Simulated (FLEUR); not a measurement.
Sn:

```
Sn
1.0
    -2.94014    2.94014    1.59930
     2.94014   -2.94014    1.59930
     2.94014    2.94014   -1.59930
Sn
2
Direct
  0.00000 0.00000 0.00000
  0.75000 0.25000 0.50000
```

- Program: FLEUR MaX-R8.1 (later development tree)
- Task: single point
- Functional: PBE
- Potentials or basis: all-electron
- Basis: FLAPW
- Kmax: 3.8 1/bohr
- k mesh: 9 × 9 × 9
- Occupations: fermi-dirac, width 0.05 eV
- Spin: no spin polarisation
- Gmax: 11.8 1/bohr
- Muffin-tin radii: Sn 2.59 bohr
- lmax: Sn 11
- Local orbitals a species: Sn 5
- Max iterations: 60
- Mixing factor: 0.05
- Mixer: Anderson
- Mixer history: 15
- Density convergence: 1e-05 me/bohr^3

On this cell: largest force under 0.003 eV/Å; band gap on the k mesh none (metal or under the smearing width).

The same run follows on a disturbed copy (atoms moved at random, drawn with an rms of 0.05 Å):

```
CELL_PARAMETERS angstrom
-2.94014 2.94014 1.59930
2.94014 -2.94014 1.59930
2.94014 2.94014 -1.59930
ATOMIC_POSITIONS crystal
Sn 0.00707 0.99527 0.98770
Sn 0.74919 0.24451 0.49911
```

Task: What does the disturbed cell give?

Result: The energy (extrapolated to zero smearing) moves by +2.7 meV/atom; largest force 0.192 eV/Å; band gap on the k mesh none (metal or under the smearing width).

Forces on the atoms (eV/Å):
```
Sn   0.186  0.048 -0.006
Sn  -0.186 -0.048  0.006
```
